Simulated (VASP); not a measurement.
# C (P6_3/mmc) in VASP: band structure with PBE+D3(BJ)

Aim: the band structure of C with PBE+D3(BJ).

Program: VASP 6.6.1. These are calculated values, not measurements. Logs are shortened: lines on timing, memory, paths and dates and some standing lists are left out, and cuts for length are marked.

### Step 1. Starting point

Symmetry: P6_3/mmc, No. 194, hexagonal system. Conventional cell: a = 2.466 Å, b = 2.466 Å, c = 6.723 Å, α = 90.00°, β = 90.00°, γ = 120.00°. Around C (site symmetry -6m2) lie 3 C at 1.42 Å. C (site symmetry -6m2) is surrounded by 3 C at 1.42 Å.

### Step 2. Band structure, PBE+D3(BJ)

INCAR

```
PREC     = Accurate       # precision mode
ENCUT    = 520            # plane-wave cutoff, eV
EDIFF    = 1E-7           # SCF threshold, eV
ISMEAR   = 0              # smearing method
SIGMA    = 0.02           # smearing width, eV
LREAL    = F              # projectors in reciprocal space
LASPH    = T              # aspherical terms in the spheres
NELM     = 60             # most SCF steps
ALGO     = Normal         # electronic algorithm
ISIF     = 2              # what is computed and relaxed
LWAVE    = F              # write WAVECAR
LCHARG   = F              # write CHGCAR
GGA      = PE             # functional
IVDW     = 12             # dispersion correction
AMIX     = 0.2
```

KPOINTS

```
Automatic mesh
0
Gamma
  15 15 4
```

POSCAR

```
C                                       
1.0
    2.4663406374     -0.0000000000      0.0000000000
   -1.2331703188      2.1359136466     -0.0000000000
    0.0000000000      0.0000000000      6.7231539458
  C             
     4
Direct
     0.0000000000000000    0.0000000000000000    0.2500000000000000
     0.0000000000000000    0.0000000000000000    0.7500000000000000
     0.3333333300000021    0.6666666699999979    0.2500000000000000
     0.6666666699999979    0.3333333300000021    0.7500000000000000
```

KPOINTS_OPT

```
path GMKGALHA,LM,KH
15
line-mode
reciprocal
 0.0000000000  0.0000000000  0.0000000000  G
 0.5000000000  0.0000000000  0.0000000000  M

 0.5000000000  0.0000000000  0.0000000000  M
 0.3333333333  0.3333333333  0.0000000000  K

 0.3333333333  0.3333333333  0.0000000000  K
 0.0000000000  0.0000000000  0.0000000000  G

 0.0000000000  0.0000000000  0.0000000000  G
 0.0000000000  0.0000000000  0.5000000000  A

 0.0000000000  0.0000000000  0.5000000000  A
 0.5000000000  0.0000000000  0.5000000000  L

 0.5000000000  0.0000000000  0.5000000000  L
 0.3333333333  0.3333333333  0.5000000000  H

 0.3333333333  0.3333333333  0.5000000000  H
 0.0000000000  0.0000000000  0.5000000000  A

 0.5000000000  0.0000000000  0.5000000000  L
 0.5000000000  0.0000000000  0.0000000000  M

 0.3333333333  0.3333333333  0.0000000000  K
 0.3333333333  0.3333333333  0.5000000000  H
```

Potentials or basis: VASP PAW PBE potentials, release 64 (C).

The run is started by

```console
$ cat potpaw_PBE.64/C/POTCAR > POTCAR
$ mpirun -np 1 vasp_std > vasp.out
```

OUTCAR:

```text
PREC = Accurate
   ENCUT = 520
   EDIFF = 1E-7
   ISMEAR = 0
   LREAL = F
   LASPH = T
   NELM = 60
   ISIF = 2
   GGA = PE
   IVDW = 12
   AMIX = 0.2
 IVDW          = 12

 ion  position               nearest neighbor table
   1  0.000  0.000  0.250-   3 1.42   3 1.42   3 1.42
   2  0.000  0.000  0.750-   4 1.42   4 1.42   4 1.42
   3  0.333  0.667  0.250-   1 1.42   1 1.42   1 1.42
   4  0.667  0.333  0.750-   2 1.42   2 1.42   2 1.42

  LATTYP: Found a hexagonal cell.
 ALAT       =     2.4663406374
 C/A-ratio  =     2.7259632525

  Lattice vectors:

 A1 = (   2.4663406374,   0.0000000000,   0.0000000000)
 A2 = (  -1.2331703188,   2.1359136466,   0.0000000000)
 A3 = (   0.0000000000,   0.0000000000,   6.7231539458)

Analysis of symmetry for initial positions (statically):
=====================================================================
 Subroutine PRICEL returns:
 Original cell was already a primitive cell.

 Routine SETGRP: Setting up the symmetry group for a
 hexagonal supercell.

 Subroutine GETGRP returns: Found 24 space group operations
 (whereof 12 operations were pure point group operations)
 out of a pool of 24 trial point group operations.

The static configuration has the point symmetry D_3d.
 The point group associated with its full space group is D_6h.

Analysis of symmetry for dynamics (positions and initial velocities):
=====================================================================
 Subroutine PRICEL returns:
 Original cell was already a primitive cell.

 Routine SETGRP: Setting up the symmetry group for a
 hexagonal supercell.

 Subroutine GETGRP returns: Found 24 space group operations
 (whereof 12 operations were pure point group operations)
 out of a pool of 24 trial point group operations.

The dynamic configuration has the point symmetry D_3d.
 The point group associated with its full space group is D_6h.

 Subroutine INISYM returns: Found 24 space group operations
 (whereof 12 operations are pure point group operations),
 and found     1 'primitive' translations

----------------------------------------------------------------------------------------

                                     Primitive cell

  volume of cell :      35.4168

  direct lattice vectors                    reciprocal lattice vectors
     2.466340637  0.000000000  0.000000000     0.405458997  0.234091861  0.000000000
    -1.233170319  2.135913647  0.000000000     0.000000000  0.468183722  0.000000000
     0.000000000  0.000000000  6.723153946     0.000000000  0.000000000  0.148739715

  length of vectors
     2.466340637  2.466340638  6.723153946     0.468183722  0.468183722  0.148739715

  position of ions in fractional coordinates (direct lattice)
     0.000000000  0.000000000  0.250000000
     0.000000000  0.000000000  0.750000000
     0.333333330  0.666666670  0.250000000
     0.666666670  0.333333330  0.750000000

  ion indices of the primitive-cell ions
   primitive index   ion index
                 1           1
                 2           2
                 3           3
                 4           4

----------------------------------------------------------------------------------------

 KPOINTS: Automatic mesh

Automatic generation of k-mesh.
 Grid dimensions read from file:
 generate k-points for:   15   15    4

 Generating k-lattice:

  Cartesian coordinates                     Fractional coordinates (reciprocal lattice)
     0.027030600  0.015606124  0.000000000     0.066666667 -0.000000000  0.000000000
     0.000000000  0.031212248  0.000000000     0.000000000  0.066666667  0.000000000
     0.000000000  0.000000000  0.037184929     0.000000000  0.000000000  0.250000000

  Length of vectors
     0.031212248  0.031212248  0.037184929

  Shift w.r.t. Gamma in fractional coordinates (k-lattice)
     0.000000000  0.000000000  0.000000000

 Subroutine IBZKPT returns following result:
 ===========================================

 Found     81 irreducible k-points:

 Following reciprocal coordinates:
            Coordinates               Weight
  0.000000  0.000000  0.000000      1.000000
  0.066667  0.000000  0.000000      6.000000
  0.133333  0.000000  0.000000      6.000000
  0.200000 -0.000000  0.000000      6.000000
  0.266667  0.000000  0.000000      6.000000
  0.333333  0.000000  0.000000      6.000000
[... 16 lines left out ...]
  0.333333  0.200000  0.000000     12.000000
  0.400000  0.200000  0.000000      6.000000
 [... further k-points ...]
   k-points           NKPTS =     81   k-points in BZ     NKDIM =     81   number of bands    NBANDS=     12
   number of dos      NEDOS =    301   number of ions     NIONS =      4
   total plane-waves  NPLWV =  16200
   dimension x,y,z NGX =    18 NGY =   18 NGZ =   50
   dimension x,y,z NGXF=    36 NGYF=   36 NGZF=  100
   ions per type =               4
   NGX,Y,Z   is equivalent  to a cutoff of  12.13, 12.13, 12.36 a.u.
   NGXF,Y,Z  is equivalent  to a cutoff of  24.27, 24.27, 24.73 a.u.
 SYSTEM =  unknown system
   PREC   = accura    normal or accurate (medium, high low for compatibility)
   ISTART =      0    job   : 0-new  1-cont  2-samecut
   ICHARG =      2    charge: 1-file 2-atom 10-const
   ISPIN  =      1    spin polarized calculation?
   LNONCOLLINEAR =      F non collinear calculations
   LSORBIT =      F    spin-orbit coupling
   LASPH  =      T    aspherical Exc in radial PAW
   ENCUT  =  520.0 eV  38.22 Ry    6.18 a.u.   4.59  4.59 12.50*2*pi/ulx,y,z
   NELM   =     60;   NELMIN=  2; NELMDL= -5     # of ELM steps
   EDIFF  = 0.1E-06   stopping-criterion for ELM
   LREAL  =      F    real-space projection
   EDIFFG = 0.1E-05   stopping-criterion for IOM
   NSW    =      0    number of steps for IOM
   IBRION =     -1    ionic relax: 0-MD 1-quasi-New 2-CG
   NFREE  =      0    steps in history (QN), initial steepest desc. (CG)
   ISIF   =      2    stress and relaxation
   ISYM   =      2    0-nonsym 1-usesym 2-fastsym
   POTIM  = 0.5000    time-step for ionic-motion
   TEBEG  =    0.0;   TEEND  =   0.0 temperature during run
   PSTRESS=    0.0 pullay stress
   NELECT =      16.0000    total number of electrons
   NUPDOWN=      -1.0000    fix difference up-down
   EMIN   =  10.00;   EMAX   =-10.00  energy-range for DOS
   EFERMI =   0.00;   METHOD = LEGACY
   ISMEAR =     0;   SIGMA  =   0.02  broadening in eV -4-tet -1-fermi 0-gaus
   EFERMI_NEDOS =   21; number of points for ismear=-14 and -15
   IALGO  =     38    algorithm
   IMIX   =      4    mixing-type and parameters
     AMIX     =   0.20;   BMIX     =  1.00
     AMIX_MAG =   0.80;   BMIX_MAG =  1.00
  volume/ion in A,a.u.               =       8.85        59.75
  Fermi-wavevector in a.u.,A,eV,Ry     =   1.256160  2.373798 21.469142  1.577937
  Thomas-Fermi vector in A             =   2.389881
   LORBIT       =      0    0 simple, 1 ext, 2 COOP (PROOUT), +10 PAW based schemes
   GGA     = PE    functional components
   LHFCALC =     F    Hartree Fock is set to
   AEXX    =    0.0000 exact exchange contribution
   IVDW    =    12    specifies the selected vdW correction
   LEPSILON=     F    determine dielectric tensor
   LRPA    =     F    only Hartree local field effects (RPA)
 non-spin polarized calculation
 Gauss-broadening in eV      SIGMA  =   0.02
  energy-cutoff  :      520.00
  volume of cell :       35.42
 maximum number of plane-waves:       979
   NGX =  9   NGY =  9   NGZ = 25

 number of electron      15.9999994 magnetization

 Free energy of the ion-electron system (eV)
  ---------------------------------------------------
  ext. energy  EPLUGINS =         0.00000000
  ---------------------------------------------------
  free energy    TOTEN  =       -36.84309883 eV

  energy without entropy =      -36.84289747  energy(sigma->0) =      -36.84299815

 E-fermi :   4.6453     XC(G=0): -10.3067

 val. band max:        4.6434679357   @ k =   0.3333   0.3333   0.5000
 cond. band min:       4.6459205959   @ k =   0.3333   0.3333   0.2500
 fundamental gap:      0.0024526601
 Fermi energy:         4.6453286633

 k-point     1 :       0.0000    0.0000    0.0000
  band No.  band energies     occupation
      1     -14.9864      2.00000
      2     -14.6905      2.00000
      3      -3.8437      2.00000
      4      -1.8953      2.00000
      5       1.6322      2.00000
      6       1.6322      2.00000
      7       1.6503      2.00000
      8       1.6503      2.00000
      9       8.9273      0.00000
     10      12.9618      0.00000
     11      12.9630      0.00000
     12      13.0129      0.00000

 k-point     2 :       0.0667    0.0000    0.0000
  band No.  band energies     occupation
      1     -14.8803      2.00000
      2     -14.5864      2.00000
      3      -3.7151      2.00000
      4      -1.7749      2.00000
      5       1.2026      2.00000
      6       1.2309      2.00000
      7       1.4068      2.00000
      8       1.4318      2.00000
      9       9.0551      0.00000
     10      13.0034      0.00000
     11      13.0746      0.00000
     12      13.4330      0.00000

 k-point     3 :       0.1333    0.0000    0.0000
  band No.  band energies     occupation
      1     -14.5631      2.00000
      2     -14.2748      2.00000
      3      -3.3309      2.00000
      4      -1.4165      2.00000
      5       0.0639      2.00000
      6       0.1142      2.00000
      7       0.8390      2.00000
      8       0.8745      2.00000
      9       9.4397      0.00000
     10      12.9887      0.00000
     11      13.1250      0.00000
     12      14.5847      0.00000
[... 286 lines left out ...]
 k-point    23 :       0.3333    0.2000    0.0000
  band No.  band energies     occupation
      1     -10.0169      2.00000
      2      -9.8152      2.00000
      3      -7.0342      2.00000
      4      -6.8942      2.00000
      5      -4.0742      2.00000
      6      -3.9780      2.00000
      7       1.9124      2.00000
      8       3.1194      2.00000
      9       6.4030      0.00000
     10       7.0452      0.00000
     11      14.9942      0.00000
     12      15.2641      0.00000

 k-point    24 :       0.4000    0.2000    0.0000
  band No.  band energies     occupation
      1      -9.0485      2.00000
      2      -8.9446      2.00000
      3      -8.0258      2.00000
      4      -7.9596      2.00000
      5      -4.2096      2.00000
      6      -4.1083      2.00000
      7       2.7515      2.00000
      8       3.4101      2.00000
      9       6.0039      0.00000
     10       6.1357      0.00000
     11      15.1528      0.00000
     12      15.8067      0.00000

 [... further k-points ...]

------------------------ aborting loop because EDIFF is reached ----------------------------------------

 Edisp (eV)   -0.62380

 E8    (eV) :    -0.1767

  FORCE on cell =-STRESS in cart. coord.  units (eV):
  Direction    XX          YY          ZZ          XY          YZ          ZX
  --------------------------------------------------------------------------------------
  -------------------------------------------------------------------------------------
  Total      -0.00039    -0.00039    -0.00400     0.00000     0.00000     0.00000
  in kB      -0.01755    -0.01755    -0.18077     0.00000     0.00000     0.00000
  external pressure =       -0.07 kB  Pullay stress =        0.00 kB

 VOLUME and BASIS-vectors are now :
 -----------------------------------------------------------------------------
  energy-cutoff  :      520.00
  volume of cell :       35.42
      direct lattice vectors                 reciprocal lattice vectors
     2.466340637  0.000000000  0.000000000     0.405458997  0.234091861  0.000000000
    -1.233170319  2.135913647  0.000000000     0.000000000  0.468183722  0.000000000
     0.000000000  0.000000000  6.723153946     0.000000000  0.000000000  0.148739715

 POSITION                                       TOTAL-FORCE (eV/Angst)
 -----------------------------------------------------------------------------------
      0.00000      0.00000      1.68079         0.000000     -0.000000     -0.000000
      0.00000      0.00000      5.04237        -0.000000      0.000000      0.000000
     -0.00000      1.42394      1.68079         0.000000      0.000000     -0.000000
      1.23317      0.71197      5.04237        -0.000000      0.000000      0.000000
 -----------------------------------------------------------------------------------
    total drift:                               -0.000000      0.000000      0.000000

  FREE ENERGIE OF THE ION-ELECTRON SYSTEM (eV)
  ---------------------------------------------------
  free  energy   TOTEN  =       -37.4668958062 eV

  energy  without entropy=      -37.4666944505  energy(sigma->0) =      -37.46679513
```

Wall time 43 s (1 thread of Intel Xeon Platinum 8488C (Sapphire Rapids), shared host); peak memory 0.18 GiB.

What came out:

| Item | Value |
| --- | --- |
| Free energy | -37.4669 eV |
| Pressure | 0.0 GPa |
| Band gap along the path | none (metal or under the smearing width) |
| Dispersion energy per atom | -0.156 eV |

Levels at the corners of the path, in eV from the Fermi level:
```
point  band 4  band 5  band 6  band 7  band 8  band 9  band 10  band 11  band 12
    Γ   -6.54   -3.01   -3.01   -3.00   -3.00    4.28     8.32     8.32     8.37
    M  -13.15   -6.41   -6.35   -2.75   -2.07    1.52     2.18     7.20     7.59
    M  -13.15   -6.41   -6.35   -2.75   -2.07    1.52     2.18     7.20     7.59
    K  -12.47  -10.51  -10.51   -0.62   -0.02   -0.02     0.71    11.13    11.13
    K  -12.47  -10.51  -10.51   -0.62   -0.02   -0.02     0.71    11.13    11.13
    Γ   -6.54   -3.01   -3.01   -3.00   -3.00    4.28     8.32     8.33     8.37
    Γ   -6.54   -3.01   -3.01   -3.00   -3.00    4.28     8.32     8.34     8.37
    A   -7.61   -3.00   -3.00   -3.00   -3.00    6.91     6.91     8.34     8.34
    A   -7.61   -3.00   -3.00   -3.00   -3.00    6.91     6.91     8.34     8.34
    L  -13.20   -6.38   -6.38   -2.35   -2.35    1.66     1.66     7.39     7.39
    L  -13.20   -6.38   -6.38   -2.35   -2.35    1.66     1.66     7.39     7.39
    H  -12.56  -10.52  -10.52    0.00    0.00    0.02     0.02    10.17    10.17
    H  -12.56  -10.52  -10.52    0.00    0.00    0.02     0.02    10.17    10.17
    A   -7.61   -3.00   -3.00   -3.00   -3.00    6.91     6.91     8.34     8.34
    L  -13.20   -6.38   -6.38   -2.35   -2.35    1.66     1.66     7.39     7.39
    M  -13.15   -6.41   -6.35   -2.75   -2.07    1.52     2.18     7.20     7.59
    K  -12.47  -10.51  -10.51   -0.62   -0.02   -0.02     0.71    11.13    11.13
    H  -12.56  -10.52  -10.52    0.00    0.00    0.02     0.02    10.17    10.17
```
